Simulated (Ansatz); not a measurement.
# Cs: the cost of one run

Program: Ansatz 0.2.0. Level of theory: DFT PBE, scalar-relativistic, plane waves, PAW. These are calculated values, not measurements.

**1. Starting point**

It takes space group Pmmn (No. 59, orthorhombic). The conventional cell has a = 5.500 Å, b = 8.194 Å, c = 25.250 Å, α = 90.00°, β = 90.00°, γ = 90.00°.

Coordinates:

```xyz
4
Lattice="5.5002 0.0000 0.0000 0.0000 8.1945 0.0000 0.0000 0.0000 25.2502" Properties=species:S:1:pos:R:3 pbc="T T T"
Cs    2.7501    4.0972    8.5000
Cs    0.0000    0.0000   11.2501
Cs    2.7501    4.0972   14.0002
Cs    0.0000    0.0000   16.7502
```

Slab cut from the bulk at the bulk's listed lattice constants, lower half held.

**2. Relaxing the atoms**

input.yaml

```yaml
crystal:
  lattice:
    - [5.50015092, 0.0, 0.0]
    - [0.0, 8.19447796, 0.0]
    - [0.0, 0.0, 25.2502261743]
  atoms:
    - { symbol: Cs, position: [0.5, 0.5, 0.336630648] }
    - { symbol: Cs, position: [0.0, 0.0, 0.4455435459] }
    - { symbol: Cs, position: [0.5, 0.5, 0.5544564541] }
    - { symbol: Cs, position: [0.0, 0.0, 0.663369352] }
basis:
  ecutwfc: 420.0
  fft_grid_basis: typed
kpoints:
  mp_grid: { grid: [5, 3, 1] }
hamiltonian:
  xc: pbe
  pseudopotentials: { kind: paw }
scf:
  occupations: { method: gaussian, width: 0.1 }
output:
  forces: true
  eigenvalues: true
efield:
  axis: 3
  dipole_correction: true
  ramp_width: 0.04
relax:
  adjacent_minimum: "off"
  f_tol: 0.04
  max_steps: 40
  constraints: [{ sites: [0, 1] }]
```

Launch:

```bash
$ ansatz run input.yaml --threads 1 --pin off --max-ram 2211MiB --backend cpu --events-out ev --progress --plain --runs-dir out
```

What time and memory should one allow on 1 thread of Arm Neoverse V1, shared host?

About 88 s, with a peak of 0.81 GiB.
